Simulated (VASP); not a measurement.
# BN (F-43m) in VASP: notebook

Runs on BN. Level: PBE. Tasks: single point.

All numbers are computed with VASP 6.6.1; they aren't measurements. Logs are shortened: lines on timing, memory, paths and dates and some standing lists are left out, and cuts for length are marked.

**Measured values to compare with.**

A printed reference work, monograph reports, for a bulk crystal of BN at 300 K: band gap 6.4 eV (indirect).

The runs below are set against these values where they give the same quantity.

### Step 1. The cell of the first run

It takes space group F-43m (No. 216, cubic). Conventional cell: a = 3.615 Å, b = 3.615 Å, c = 3.615 Å, α = 90.00°, β = 90.00°, γ = 90.00°. B (site symmetry -43m) has 4 N at 1.57 Å within 2.1 Å. N (site symmetry -43m) has 4 B at 1.57 Å within 2.1 Å.

### Step 2. Single point, PBE

INCAR reads:

```
PREC = Accurate
ENCUT = 600
EDIFF = 1E-6
ISMEAR = 0
SIGMA = 0.1
LREAL = False
LASPH = True
NELM = 120
ALGO = Normal
ISIF = 2
LWAVE = False
LCHARG = False
GGA = PE
NBANDS = 11
GGA_COMPAT = False
```

KPOINTS reads:

```
regular mesh
0
Gamma
  8 8 8
```

POSCAR reads:

```
BN
1.0
    0.0000000000      1.8075000000      1.8075000000
    1.8075000000      0.0000000000      1.8075000000
    1.8075000000      1.8075000000      0.0000000000
B N
1 1
Direct
    0.0000000000      0.0000000000      0.0000000000
    0.7500000000      0.7500000000      0.7500000000
```

Potentials or basis: VASP PAW PBE potentials, release 64 (B, N).

Launch:

```
$ cat potpaw_PBE.64/B/POTCAR potpaw_PBE.64/N/POTCAR > POTCAR
$ mpirun -np 1 vasp_std > vasp.out
```

OUTCAR:

```text
PREC = Accurate
   ENCUT = 600
   EDIFF = 1E-6
   ISMEAR = 0
   LREAL = False
   LASPH = True
   NELM = 120
   ISIF = 2
   GGA = PE

 ion  position               nearest neighbor table
   1  0.000  0.000  0.000-   2 1.57   2 1.57   2 1.57   2 1.57
   2  0.750  0.750  0.750-   1 1.57   1 1.57   1 1.57   1 1.57

  LATTYP: Found a face centered cubic cell.
 ALAT       =     3.6150000000

  Lattice vectors:

 A1 = (   0.0000000000,   1.8075000000,   1.8075000000)
 A2 = (   1.8075000000,   0.0000000000,   1.8075000000)
 A3 = (   1.8075000000,   1.8075000000,   0.0000000000)

Analysis of symmetry for initial positions (statically):
=====================================================================
 Subroutine PRICEL returns:
 Original cell was already a primitive cell.

 Routine SETGRP: Setting up the symmetry group for a
 face centered cubic supercell.

 Subroutine GETGRP returns: Found 24 space group operations
 (whereof 24 operations were pure point group operations)
 out of a pool of 48 trial point group operations.

The static configuration has the point symmetry T_d .

Analysis of symmetry for dynamics (positions and initial velocities):
=====================================================================
 Subroutine PRICEL returns:
 Original cell was already a primitive cell.

 Routine SETGRP: Setting up the symmetry group for a
 face centered cubic supercell.

 Subroutine GETGRP returns: Found 24 space group operations
 (whereof 24 operations were pure point group operations)
 out of a pool of 48 trial point group operations.

The dynamic configuration has the point symmetry T_d .

 Subroutine INISYM returns: Found 24 space group operations
 (whereof 24 operations are pure point group operations),
 and found     1 'primitive' translations

----------------------------------------------------------------------------------------

                                     Primitive cell

  volume of cell :      11.8104

  direct lattice vectors                    reciprocal lattice vectors
     0.000000000  1.807500000  1.807500000    -0.276625173  0.276625173  0.276625173
     1.807500000  0.000000000  1.807500000     0.276625173 -0.276625173  0.276625173
     1.807500000  1.807500000  0.000000000     0.276625173  0.276625173 -0.276625173

  length of vectors
     2.556191014  2.556191014  2.556191014     0.479128854  0.479128854  0.479128854

  position of ions in fractional coordinates (direct lattice)
     0.000000000  0.000000000  0.000000000
     0.750000000  0.750000000  0.750000000

  ion indices of the primitive-cell ions
   primitive index   ion index
                 1           1
                 2           2

----------------------------------------------------------------------------------------

 KPOINTS: regular mesh

Automatic generation of k-mesh.
 Grid dimensions read from file:
 generate k-points for:    8    8    8

 Generating k-lattice:

  Cartesian coordinates                     Fractional coordinates (reciprocal lattice)
    -0.034578147  0.034578147  0.034578147     0.125000000  0.000000000  0.000000000
     0.034578147 -0.034578147  0.034578147     0.000000000  0.125000000  0.000000000
     0.034578147  0.034578147 -0.034578147     0.000000000  0.000000000  0.125000000

  Length of vectors
     0.059891107  0.059891107  0.059891107

  Shift w.r.t. Gamma in fractional coordinates (k-lattice)
     0.000000000  0.000000000  0.000000000

 Subroutine IBZKPT returns following result:
 ===========================================

 Found     29 irreducible k-points:

 Following reciprocal coordinates:
            Coordinates               Weight
  0.000000  0.000000  0.000000      1.000000
  0.125000  0.000000  0.000000      8.000000
  0.250000  0.000000  0.000000      8.000000
  0.375000  0.000000  0.000000      8.000000
  0.500000  0.000000  0.000000      4.000000
  0.125000  0.125000  0.000000      6.000000
[... 16 lines left out ...]
  0.500000  0.250000  0.125000     48.000000
 -0.375000  0.250000  0.125000     24.000000
 [... further k-points ...]
   k-points           NKPTS =     29   k-points in BZ     NKDIM =     29   number of bands    NBANDS=     11
   number of dos      NEDOS =    301   number of ions     NIONS =      2
   total plane-waves  NPLWV =   8000
   dimension x,y,z NGX =    20 NGY =   20 NGZ =   20
   dimension x,y,z NGXF=    40 NGYF=   40 NGZF=   40
   ions per type =               1   1
   NGX,Y,Z   is equivalent  to a cutoff of  13.01, 13.01, 13.01 a.u.
   NGXF,Y,Z  is equivalent  to a cutoff of  26.01, 26.01, 26.01 a.u.
 SYSTEM =  unknown system
   PREC   = accura    normal or accurate (medium, high low for compatibility)
   ISTART =      0    job   : 0-new  1-cont  2-samecut
   ICHARG =      2    charge: 1-file 2-atom 10-const
   ISPIN  =      1    spin polarized calculation?
   LNONCOLLINEAR =      F non collinear calculations
   LSORBIT =      F    spin-orbit coupling
   LASPH  =      T    aspherical Exc in radial PAW
   ENCUT  =  600.0 eV  44.10 Ry    6.64 a.u.   5.11  5.11  5.11*2*pi/ulx,y,z
   NELM   =    120;   NELMIN=  2; NELMDL= -5     # of ELM steps
   EDIFF  = 0.1E-05   stopping-criterion for ELM
   LREAL  =      F    real-space projection
   EDIFFG = 0.1E-04   stopping-criterion for IOM
   NSW    =      0    number of steps for IOM
   IBRION =     -1    ionic relax: 0-MD 1-quasi-New 2-CG
   NFREE  =      0    steps in history (QN), initial steepest desc. (CG)
   ISIF   =      2    stress and relaxation
   ISYM   =      2    0-nonsym 1-usesym 2-fastsym
   POTIM  = 0.5000    time-step for ionic-motion
   TEBEG  =    0.0;   TEEND  =   0.0 temperature during run
   PSTRESS=    0.0 pullay stress
   NELECT =       8.0000    total number of electrons
   NUPDOWN=      -1.0000    fix difference up-down
   EMIN   =  10.00;   EMAX   =-10.00  energy-range for DOS
   EFERMI =   0.00;   METHOD = LEGACY
   ISMEAR =     0;   SIGMA  =   0.10  broadening in eV -4-tet -1-fermi 0-gaus
   EFERMI_NEDOS =   21; number of points for ismear=-14 and -15
   IALGO  =     38    algorithm
   IMIX   =      4    mixing-type and parameters
     AMIX     =   0.40;   BMIX     =  1.00
     AMIX_MAG =   1.60;   BMIX_MAG =  1.00
  volume/ion in A,a.u.               =       5.91        39.85
  Fermi-wavevector in a.u.,A,eV,Ry     =   1.437749  2.716952 28.124920  2.067123
  Thomas-Fermi vector in A             =   2.556793
   LORBIT       =      0    0 simple, 1 ext, 2 COOP (PROOUT), +10 PAW based schemes
   GGA     = PE    functional components
   LHFCALC =     F    Hartree Fock is set to
   AEXX    =    0.0000 exact exchange contribution
   IVDW    =     0    specifies the selected vdW correction
   LEPSILON=     F    determine dielectric tensor
   LRPA    =     F    only Hartree local field effects (RPA)
 non-spin polarized calculation
 Gauss-broadening in eV      SIGMA  =   0.10
  energy-cutoff  :      600.00
  volume of cell :       11.81
 maximum number of plane-waves:       411
   NGX = 11   NGY = 11   NGZ = 11

 number of electron       7.9999999 magnetization

 Free energy of the ion-electron system (eV)
  ---------------------------------------------------
  ext. energy  EPLUGINS =         0.00000000
  ---------------------------------------------------
  free energy    TOTEN  =       -17.45315795 eV

  energy without entropy =      -17.45315795  energy(sigma->0) =      -17.45315795

 E-fermi :   7.9942     XC(G=0): -12.8221

 val. band max:        7.4027450176   @ k =   0.0000   0.0000   0.0000
 cond. band min:      11.8620848921   @ k =   0.5000   0.5000   0.0000
 fundamental gap:      4.4593398744
 Fermi energy:         7.9942091143

 k-point     1 :       0.0000    0.0000    0.0000
  band No.  band energies     occupation
      1     -12.8281      2.00000
      2       7.4027      2.00000
      3       7.4027      2.00000
      4       7.4027      2.00000
      5      16.2224      0.00000
      6      16.2224      0.00000
      7      16.2224      0.00000
      8      17.7527      0.00000
      9      32.1550      0.00000
     10      35.1689      0.00000
     11      35.1689      0.00000

 k-point     2 :       0.1250    0.0000    0.0000
  band No.  band energies     occupation
      1     -12.4492      2.00000
      2       5.5272      2.00000
      3       7.0226      2.00000
      4       7.0226      2.00000
      5      16.5919      0.00000
      6      16.7932      0.00000
      7      16.7932      0.00000
      8      18.9347      0.00000
      9      31.7034      0.00000
     10      32.0529      0.00000
     11      32.0529      0.00000

 k-point     3 :       0.2500    0.0000    0.0000
  band No.  band energies     occupation
      1     -11.3494      2.00000
      2       1.9246      2.00000
      3       6.2749      2.00000
      4       6.2749      2.00000
      5      17.0495      0.00000
      6      17.7419      0.00000
      7      17.7419      0.00000
      8      20.9737      0.00000
      9      30.8521      0.00000
     10      31.0018      0.00000
     11      31.0018      0.00000

 k-point     4 :       0.3750    0.0000    0.0000
  band No.  band energies     occupation
      1      -9.7254      2.00000
      2      -1.5266      2.00000
      3       5.6791      2.00000
      4       5.6791      2.00000
      5      17.4127      0.00000
      6      18.1049      0.00000
      7      18.1049      0.00000
      8      22.2605      0.00000
      9      30.6534      0.00000
     10      32.5313      0.00000
     11      32.5313      0.00000

 k-point     5 :       0.5000    0.0000    0.0000
  band No.  band energies     occupation
      1      -8.6112      2.00000
      2      -3.2879      2.00000
      3       5.4626      2.00000
      4       5.4626      2.00000
      5      17.5483      0.00000
      6      18.1085      0.00000
      7      18.1085      0.00000
      8      22.6601      0.00000
      9      30.8589      0.00000
     10      34.1935      0.00000
     11      34.3093      0.00000
[... 211 lines left out ...]
 k-point    21 :       0.5000    0.5000    0.0000
  band No.  band energies     occupation
      1      -7.2447      2.00000
      2      -1.5128      2.00000
      3       2.4988      2.00000
      4       2.4988      2.00000
      5      11.8621      0.00000
      6      16.6340      0.00000
      7      25.3210      0.00000
      8      25.3210      0.00000
      9      28.1853      0.00000
     10      34.6395      0.00000
     11      41.0402      0.00000

 k-point    22 :       0.3750    0.2500    0.1250
  band No.  band energies     occupation
      1     -10.4124      2.00000
      2       1.7001      2.00000
      3       3.4639      2.00000
      4       5.3810      2.00000
      5      15.9719      0.00000
      6      19.2652      0.00000
      7      20.0098      0.00000
      8      20.7269      0.00000
      9      26.8865      0.00000
     10      33.0951      0.00000
     11      34.7421      0.00000

 k-point    23 :       0.5000    0.2500    0.1250
  band No.  band energies     occupation
      1      -8.8958      2.00000
      2      -0.8205      2.00000
      3       2.6501      2.00000
      4       4.4547      2.00000
      5      16.7923      0.00000
      6      18.7723      0.00000
      7      21.1389      0.00000
      8      22.0443      0.00000
      9      27.4990      0.00000
     10      32.6219      0.00000
     11      34.9027      0.00000

 k-point    24 :      -0.3750    0.2500    0.1250
  band No.  band energies     occupation
      1      -7.9090      2.00000
      2      -2.2931      2.00000
      3       2.5775      2.00000
      4       3.9525      2.00000
      5      16.9927      0.00000
      6      18.5807      0.00000
      7      21.7754      0.00000
      8      23.1759      0.00000
      9      26.8638      0.00000
     10      33.2438      0.00000
     11      34.8891      0.00000

 [... further k-points ...]

------------------------ aborting loop because EDIFF is reached ----------------------------------------

  FORCE on cell =-STRESS in cart. coord.  units (eV):
  Direction    XX          YY          ZZ          XY          YZ          ZX
  --------------------------------------------------------------------------------------
  -------------------------------------------------------------------------------------
  Total        0.2227489      0.2227489      0.2227489      0.0000000      0.0000000      0.0000000
  in kB       30.2176863     30.2176863     30.2176863      0.0000000      0.0000000      0.0000000
  external PRESSURE =      30.2176863 kB  Pullay stress =       0.0000000 kB

 VOLUME and BASIS-vectors are now :
 -----------------------------------------------------------------------------
  energy-cutoff  :      600.00
  volume of cell :       11.81
      direct lattice vectors                 reciprocal lattice vectors
     0.000000000  1.807500000  1.807500000    -0.276625173  0.276625173  0.276625173
     1.807500000  0.000000000  1.807500000     0.276625173 -0.276625173  0.276625173
     1.807500000  1.807500000  0.000000000     0.276625173  0.276625173 -0.276625173

 POSITION                                       TOTAL-FORCE (eV/Angst)
 -----------------------------------------------------------------------------------
      0.00000      0.00000      0.00000         0.000000      0.000000      0.000000
      2.71125      2.71125      2.71125        -0.000000     -0.000000     -0.000000
 -----------------------------------------------------------------------------------
    total drift:                               -0.000000     -0.000000     -0.000000

  FREE ENERGIE OF THE ION-ELECTRON SYSTEM (eV)
  ---------------------------------------------------
  free  energy   TOTEN  =       -17.4531579547 eV

  energy  without entropy=      -17.4531579547  energy(sigma->0) =      -17.45315795
```

Run time: 6.5 s. Hardware: 1 thread of AMD EPYC 7R43 (Zen 3), shared host; peak memory 0.08 GiB.

Results:

| Quantity | Value |
| --- | --- |
| Free energy | -17.4532 eV |
| Pressure | 3.0 GPa |
| Band gap on the k mesh | 4.46 eV, indirect (least direct gap 8.82 eV) |

[end of part 1 of 2]
